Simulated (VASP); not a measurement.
Here is a VASP 6.6.1 calculation.

Contents of INCAR:

```
SYSTEM = BaTiO3
PREC = Accurate ; ENCUT = 600
EDIFF = 1E-6 ; ISMEAR = 0
SIGMA = 0.02 ; LREAL = .False.
LASPH = .True. ; NELM = 100
ALGO = Normal ; ISIF = 3
LWAVE = .False. ; LCHARG = .False.
GGA = PE ; IVDW = 12
IBRION = 2 ; NSW = 40
EDIFFG = -0.005 ; KPAR = 2
```

File KPOINTS:

```
regular mesh
0
Gamma
  6 6 6
  0 0 0
```

POSCAR

```
BaTiO3
1.0
    3.9998000000      0.0000000000      0.0000000000
    0.0000000000      3.9998000000      0.0000000000
    0.0000000000      0.0000000000      4.0180000000
Ba Ti O
1 1 3
Direct
    0.0000000000      0.0000000000      0.0000000000
    0.5000000000      0.5000000000      0.4900000000
    0.0000000000      0.5000000000      0.5170000000
    0.5000000000      0.0000000000      0.5170000000
    0.5000000000      0.5000000000      0.0190000000
```

Potentials or basis: VASP PAW PBE potentials, release 64 (Ba_sv, Ti_sv, O).

Command:

```bash
$ cat potpaw_PBE.64/Ba_sv/POTCAR potpaw_PBE.64/Ti_sv/POTCAR potpaw_PBE.64/O/POTCAR > POTCAR
$ mpirun -np 2 vasp_std > vasp.out
```

**Question.** What does it give for the relaxed cell?

**Answer.** a = 3.985 Å, b = 3.985 Å, c = 4.111 Å, α = 90.00°, β = 90.00°, γ = 90.00°.

**Question.** What does it give for the band gap on the k mesh?

**Answer.** 1.79 eV, indirect (least direct gap 2.26 eV).

**Question.** What does it give for the relaxed volume?

**Answer.** 13.06 Å³/atom.

**Question.** Predict the space group after relaxing (to 0.05 Å).

**Answer.** P4mm (No. 99).

The path:
```csv
step,energy change (eV),largest force (eV/Å),pressure (GPa),volume (Å³)
1,0.0000,0.2792,0.68,64.28
2,-0.0063,0.1923,-0.35,64.79
3,-0.0076,0.1790,-1.06,65.18
4,-0.0110,0.0983,-0.16,64.98
5,-0.0112,0.1002,0.14,64.92
6,-0.0127,0.0783,0.19,64.94
7,-0.0139,0.0749,0.26,64.96
8,-0.0138,0.1179,0.42,65.01
9,-0.0143,0.0836,0.32,64.99
10,-0.0152,0.0663,-0.14,65.25
11,-0.0152,0.0636,-0.31,65.35
12,-0.0155,0.0684,0.10,65.27
13,-0.0156,0.0544,0.02,65.29
14,-0.0157,0.0040,0.01,65.28
```

Caveat: spin-orbit coupling is left out, which moves the levels of the heavy elements. PBE gaps usually lie below the measured ones, often by a third to a half.
